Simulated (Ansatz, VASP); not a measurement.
# SiC: VASP beside Ansatz

```
CELL_PARAMETERS angstrom
2.86475 0.00000 0.00000
-1.43238 2.48095 0.00000
0.00000 0.00000 2.55815
ATOMIC_POSITIONS crystal
Si 0.66667 0.33333 0.50000
C 0.33333 0.66667 0.00000
```

Alike in both runs: task relaxation of cell and atoms; functional PBE; k mesh 24 × 24 × 22; occupations gaussian, width 0.1 eV; no spin polarisation.

|  | VASP | Ansatz |
| --- | --- | --- |
| version | VASP 6.6.1 | Ansatz 0.2.0 |
| potentials or method | VASP PAW PBE potentials, release 64 (Si, C) | scalar-relativistic, plane waves, PAW |
| plane-wave cutoff (eV) | 600 | 420 |
| valence electrons in the cell | 8 | 8 |

```tsv
	VASP	Ansatz	Ansatz less VASP
gap on the k mesh at the Fermi level, each at its own relaxed structure (eV)	none	none	-
relaxed volume (Å³/atom)	9.13	9.13	+0.001
relaxed cell length with the largest relative difference (Å)	2.863	2.863	+0.0003
```

A gap of «none» marks a metal or a gap that the smearing closes.
